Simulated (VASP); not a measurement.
# Pb (P6_3/mmc) in VASP: notebook

The runs below take Pb through electric field gradients, elastic constants, with vdW-DF, BEEF-vdW.

All numbers are computed with VASP 6.6.1; they aren't measurements. Logs are shortened: lines on timing, memory, paths and dates and some standing lists are left out, and cuts for length are marked.

### Step 1. The crystal as given

The structure is hexagonal, space group P6_3/mmc (No. 194). Conventional cell: a = 3.480 Å, b = 3.480 Å, c = 5.590 Å, α = 90.00°, β = 90.00°, γ = 120.00°. Around Pb (site symmetry -6m2) lie 12 Pb at 3.44 to 3.48 Å.

This isn't the form of Pb at room conditions, which is fcc.

### Step 2. Electric field gradients, vdW-DF (cell strained at random at fixed volume)

File INCAR:

```
PREC = Accurate ; ENCUT = 520
EDIFF = 1E-8 ; ISMEAR = 0
SIGMA = 0.01 ; LREAL = F
LASPH = T ; NELM = 60
ALGO = Normal ; ISIF = 2
LWAVE = F ; LCHARG = F
GGA = RE ; LUSE_VDW = T
AGGAC = 0.0 ; LEFG = T
```

File KPOINTS:

```
regular mesh
0
Gamma
  3 3 2
```

File POSCAR:

```
Pb
1.0
    3.5163550000      0.0001060000     -0.0873030000
   -1.7580860000      3.0012590000      0.0420540000
   -0.1402370000     -0.0029630000      5.5586490000
Pb
2
Direct
    0.6666666667      0.3333333333      0.7500000000
    0.3333333333      0.6666666667      0.2500000000
```

Potentials or basis: VASP PAW PBE potentials, release 64 (Pb_d).

Launch:

```sh
$ cat potpaw_PBE.64/Pb_d/POTCAR > POTCAR
$ mpirun -np 1 vasp_std > vasp.out
```

OUTCAR:

```text
PREC = Accurate
   ENCUT = 520
   EDIFF = 1E-8
   ISMEAR = 0
   LREAL = F
   LASPH = T
   NELM = 60
   ISIF = 2
   GGA = RE

 ion  position               nearest neighbor table
   1  0.667  0.333  0.750-   2 3.37   2 3.37   2 3.42   2 3.43   2 3.51   2 3.51
   2  0.333  0.667  0.250-   1 3.37   1 3.37   1 3.42   1 3.43   1 3.51   1 3.51

  LATTYP: Found a triclinic cell.
 ALAT       =    10.7782046817
 B/A-ratio  =     0.5569225145
 C/A-ratio  =     0.6240948808
 COS(alpha) =     0.0009195747
 COS(beta)  =     0.5327898623
 COS(gamma) =     0.8359456275

  Lattice vectors:

 A1 = (   1.8986890000,   9.0069520000,  -5.6070930000)
 A2 = (   0.0001830000,   6.0026240000,  -0.0031950000)
 A3 = (   3.6565920000,   0.0030690000,  -5.6459520000)

Analysis of symmetry for initial positions (statically):
=====================================================================
 Subroutine PRICEL returns:
 Original cell was already a primitive cell.

 Routine SETGRP: Setting up the symmetry group for a
 triclinic supercell.

 Subroutine GETGRP returns: Found  2 space group operations
 (whereof  2 operations were pure point group operations)
 out of a pool of  2 trial point group operations.

The static configuration has the point symmetry S_2 .

Analysis of symmetry for dynamics (positions and initial velocities):
=====================================================================
 Subroutine PRICEL returns:
 Original cell was already a primitive cell.

 Routine SETGRP: Setting up the symmetry group for a
 triclinic supercell.

 Subroutine GETGRP returns: Found  2 space group operations
 (whereof  2 operations were pure point group operations)
 out of a pool of  2 trial point group operations.

The dynamic configuration has the point symmetry S_2 .

 Subroutine INISYM returns: Found  2 space group operations
 (whereof  2 operations are pure point group operations),
 and found     1 'primitive' translations

----------------------------------------------------------------------------------------

                                     Primitive cell

  volume of cell :      58.6274

  direct lattice vectors                    reciprocal lattice vectors
     3.516355000  0.000106000 -0.087303000     0.284560816  0.166589003  0.007267874
    -1.758086000  3.001259000  0.042054000    -0.000005638  0.333187714  0.000177461
    -0.140237000 -0.002963000  5.558649000     0.004469296  0.000095679  0.180012633

  length of vectors
     3.517438601  3.478532810  5.560418501     0.329817489  0.333187761  0.180068131

  position of ions in fractional coordinates (direct lattice)
     0.666666667  0.333333333  0.750000000
     0.333333333  0.666666667  0.250000000

  ion indices of the primitive-cell ions
   primitive index   ion index
                 1           1
                 2           2

----------------------------------------------------------------------------------------

 KPOINTS: regular mesh

Automatic generation of k-mesh.
 Grid dimensions read from file:
 generate k-points for:    3    3    2

 Generating k-lattice:

  Cartesian coordinates                     Fractional coordinates (reciprocal lattice)
     0.094853605  0.055529668  0.002422625     0.333333333  0.000000000  0.000000000
    -0.000001879  0.111062571  0.000059154     0.000000000  0.333333333 -0.000000000
     0.002234648  0.000047839  0.090006317     0.000000000  0.000000000  0.500000000

  Length of vectors
     0.109939163  0.111062587  0.090034066

  Shift w.r.t. Gamma in fractional coordinates (k-lattice)
     0.000000000  0.000000000  0.000000000

 Subroutine IBZKPT returns following result:
 ===========================================

 Found     10 irreducible k-points:

 Following reciprocal coordinates:
            Coordinates               Weight
  0.000000  0.000000  0.000000      1.000000
  0.333333  0.000000  0.000000      2.000000
  0.000000  0.333333  0.000000      2.000000
  0.333333  0.333333  0.000000      2.000000
 -0.333333  0.333333  0.000000      2.000000
  0.000000  0.000000  0.500000      1.000000
  0.333333  0.000000  0.500000      2.000000
  0.000000  0.333333  0.500000      2.000000
  0.333333  0.333333  0.500000      2.000000
 -0.333333  0.333333  0.500000      2.000000
   k-points           NKPTS =     10   k-points in BZ     NKDIM =     10   number of bands    NBANDS=     18
   number of dos      NEDOS =    301   number of ions     NIONS =      2
   total plane-waves  NPLWV =  32928
   dimension x,y,z NGX =    28 NGY =   28 NGZ =   42
   dimension x,y,z NGXF=    56 NGYF=   56 NGZF=   84
   ions per type =               2
   NGX,Y,Z   is equivalent  to a cutoff of  13.23, 13.38, 12.56 a.u.
   NGXF,Y,Z  is equivalent  to a cutoff of  26.47, 26.76, 25.11 a.u.
 SYSTEM =  unknown system
   PREC   = accura    normal or accurate (medium, high low for compatibility)
   ISTART =      0    job   : 0-new  1-cont  2-samecut
   ICHARG =      2    charge: 1-file 2-atom 10-const
   ISPIN  =      1    spin polarized calculation?
   LNONCOLLINEAR =      F non collinear calculations
   LSORBIT =      F    spin-orbit coupling
   LASPH  =      T    aspherical Exc in radial PAW
   ENCUT  =  520.0 eV  38.22 Ry    6.18 a.u.   6.54  6.47 10.34*2*pi/ulx,y,z
   NELM   =     60;   NELMIN=  2; NELMDL= -5     # of ELM steps
   EDIFF  = 0.1E-07   stopping-criterion for ELM
   LREAL  =      F    real-space projection
   EDIFFG = 0.1E-06   stopping-criterion for IOM
   NSW    =      0    number of steps for IOM
   IBRION =     -1    ionic relax: 0-MD 1-quasi-New 2-CG
   NFREE  =      0    steps in history (QN), initial steepest desc. (CG)
   ISIF   =      2    stress and relaxation
   ISYM   =      2    0-nonsym 1-usesym 2-fastsym
   POTIM  = 0.5000    time-step for ionic-motion
   TEBEG  =    0.0;   TEEND  =   0.0 temperature during run
   PSTRESS=    0.0 pullay stress
   NELECT =      28.0000    total number of electrons
   NUPDOWN=      -1.0000    fix difference up-down
   EMIN   =  10.00;   EMAX   =-10.00  energy-range for DOS
   EFERMI =   0.00;   METHOD = LEGACY
   ISMEAR =     0;   SIGMA  =   0.01  broadening in eV -4-tet -1-fermi 0-gaus
   EFERMI_NEDOS =   21; number of points for ismear=-14 and -15
   IALGO  =     38    algorithm
   IMIX   =      4    mixing-type and parameters
     AMIX     =   0.40;   BMIX     =  1.00
     AMIX_MAG =   1.60;   BMIX_MAG =  1.00
  volume/ion in A,a.u.               =      29.31       197.82
  Fermi-wavevector in a.u.,A,eV,Ry     =   1.279658  2.418203 22.279871  1.637524
  Thomas-Fermi vector in A             =   2.412131
   LORBIT       =      0    0 simple, 1 ext, 2 COOP (PROOUT), +10 PAW based schemes
   GGA     = RE    functional components
   LHFCALC =     F    Hartree Fock is set to
   AEXX    =    0.0000 exact exchange contribution
   IVDW_NL    =     1    kernel type
   BPARAM     = 6.3000
   IVDW    =     0    specifies the selected vdW correction
   LEPSILON=     F    determine dielectric tensor
   LRPA    =     F    only Hartree local field effects (RPA)
 non-spin polarized calculation
 Gauss-broadening in eV      SIGMA  =   0.01
  energy-cutoff  :      520.00
  volume of cell :       58.63
 maximum number of plane-waves:      1594
 NGX is ok and might be reduce to    28
   NGX = 13   NGY = 13   NGZ = 21

 number of electron      28.0000001 magnetization

 Free energy of the ion-electron system (eV)
  ---------------------------------------------------
  ext. energy  EPLUGINS =         0.00000000
  ---------------------------------------------------
  free energy    TOTEN  =         0.07188449 eV

  energy without entropy =        0.07251136  energy(sigma->0) =        0.07219793

 E-fermi :   7.2517     XC(G=0): -10.2017

 val. band max:        7.2517111539   @ k =   0.3333   0.3333   0.0000
 cond. band min:       7.3401096973   @ k =   0.3333   0.3333   0.0000
 fundamental gap:      0.0883985434
 Fermi energy:         7.2517111539

 k-point     1 :       0.0000    0.0000    0.0000
  band No.  band energies     occupation
      1      -9.5379      2.00000
      2      -9.4982      2.00000
      3      -9.4765      2.00000
      4      -9.4547      2.00000
      5      -9.4534      2.00000
      6      -9.4333      2.00000
[... 10 lines left out ...]
     17      15.0842      0.00000
     18      15.9101      0.00000
[... 169 lines left out ...]
 k-point    10 :      -0.3333    0.3333    0.5000
  band No.  band energies     occupation
      1      -9.5758      2.00000
      2      -9.5640      2.00000
      3      -9.5065      2.00000
      4      -9.4830      2.00000
      5      -9.3714      2.00000
      6      -9.3536      2.00000
[... 10 lines left out ...]
     17      11.6033      0.00000
     18      11.7639      0.00000

------------------------ aborting loop because EDIFF is reached ----------------------------------------

  FORCE on cell =-STRESS in cart. coord.  units (eV):
  Direction    XX          YY          ZZ          XY          YZ          ZX
  --------------------------------------------------------------------------------------
  -------------------------------------------------------------------------------------
  Total        3.3909767      3.5437873     -1.7703418      0.0016225      0.0177501      0.6971924
  in kB       92.6690076     96.8450345    -48.3801072      0.0443391      0.4850758     19.0529544
  external PRESSURE =      47.0446450 kB  Pullay stress =       0.0000000 kB

 VOLUME and BASIS-vectors are now :
 -----------------------------------------------------------------------------
  energy-cutoff  :      520.00
  volume of cell :       58.63
      direct lattice vectors                 reciprocal lattice vectors
     3.516355000  0.000106000 -0.087303000     0.284560816  0.166589003  0.007267874
    -1.758086000  3.001259000  0.042054000    -0.000005638  0.333187714  0.000177461
    -0.140237000 -0.002963000  5.558649000     0.004469296  0.000095679  0.180012633

 POSITION                                       TOTAL-FORCE (eV/Angst)
 -----------------------------------------------------------------------------------
      1.65303      0.99827      4.12480        -0.001414     -0.092722     -0.001519
     -0.03500      2.00013      1.38860         0.001414      0.092722      0.001519
 -----------------------------------------------------------------------------------
    total drift:                                0.000000     -0.000000     -0.000000

  FREE ENERGIE OF THE ION-ELECTRON SYSTEM (eV)
  ---------------------------------------------------
  free  energy   TOTEN  =         0.0718844870 eV

  energy  without entropy=        0.0725113643  energy(sigma->0) =        0.07219793

Total vdW correction in eV:      4.7434329

 Electric field gradients (V/A^2)
---------------------------------------------------------------------
 ion       V_xx      V_yy      V_zz      V_xy      V_xz      V_yz
---------------------------------------------------------------------
   1     -29.120   -64.985    94.106     0.124   -63.896    -1.464
   2     -29.120   -64.985    94.106     0.124   -63.896    -1.464
---------------------------------------------------------------------

 Electric field gradients after diagonalization (V/A^2)
 (convention: |V_zz| > |V_xx| > |V_yy|)
----------------------------------------------------------------------
 ion       V_xx      V_yy      V_zz     asymmetry (V_yy - V_xx)/ V_zz
----------------------------------------------------------------------
   1     -65.020   -56.246   121.266       0.072
   2     -65.020   -56.246   121.266       0.072
----------------------------------------------------------------------

           NMR quadrupolar parameters

 Cq : quadrupolar parameter    Cq=e*Q*V_zz/h
 eta: asymmetry parameters     (V_yy - V_xx)/ V_zz
 Q  : nuclear electric quadrupole moment in mb (millibarn)
----------------------------------------------------------------------
 ion       Cq(MHz)       eta       Q (mb)
----------------------------------------------------------------------
   1       0.293       0.072       1.000
   2       0.293       0.072       1.000
----------------------------------------------------------------------
```

It took 53 s on 1 thread of Intel Xeon Platinum 8375C at 2.90GHz (Ice Lake), shared host; peak memory 0.38 GiB.

These settings aren't checked as converged (typed here: k = 3 × 3 × 2): the numbers below hold their error.

Results:

```yaml
Free_energy: 0.0719 eV
Pressure: 4.7 GPa
Largest_force: 0.093 eV/Å
Band_gap_on_the_k_mesh: none (metal or under the smearing width)
```

Caveat: the k mesh is coarse (spacing up to 0.70 Å⁻¹), so the values aren't converged; the PAW data sets were made with another functional, which shifts forces and pressure a little.

(Part 1 of 2 ends here.)
